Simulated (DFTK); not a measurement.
Runs of DFTK 0.8.2 on Pt. The structure is cubic, space group Fm-3m (No. 225). Conventional cell: a = 3.922 Å, b = 3.922 Å, c = 3.922 Å, α = 90.00°, β = 90.00°, γ = 90.00°. Pt (site symmetry m-3m) has 12 Pt at 2.77 Å as nearest neighbours. 

```csv
task,level,potentials or basis,k mesh,cutoff (eV),k mesh for the DOS,gaussian width for the DOS,mesh quality,V0 of scaled cells (Å³/atom),B0 (GPa)
equation of state,PBEsol,SPMS 1.0 (PBE),9 × 9 × 9,816,-,-,not flagged,(b),291
equation of state,PBE,SPMS 1.0 (PBE),10 × 10 × 10,816,-,-,not flagged,15.63,(a)
equation of state,PW91,dojo.nc.sr.pbe.v0_4_1.standard.upf (PBE),8 × 8 × 8,1143,-,-,not flagged,15.63,251
equation of state,AM05,SPMS 1.0 (PBE),9 × 9 × 9,816,-,-,not flagged,(c),293
equation of state,PBEint,SG15 1.2 (PBE),9 × 9 × 9,952,-,-,not flagged,15.16,281
```

Alike in all rows: no spin polarisation; cell as given; smearing fermi-dirac 0.05 eV.

Q: Estimate the missing entries.

A: (a) 250; (b) 15.01; (c) 14.91.

Caveats: the potentials were made for another functional, which shifts forces and pressure (some runs).
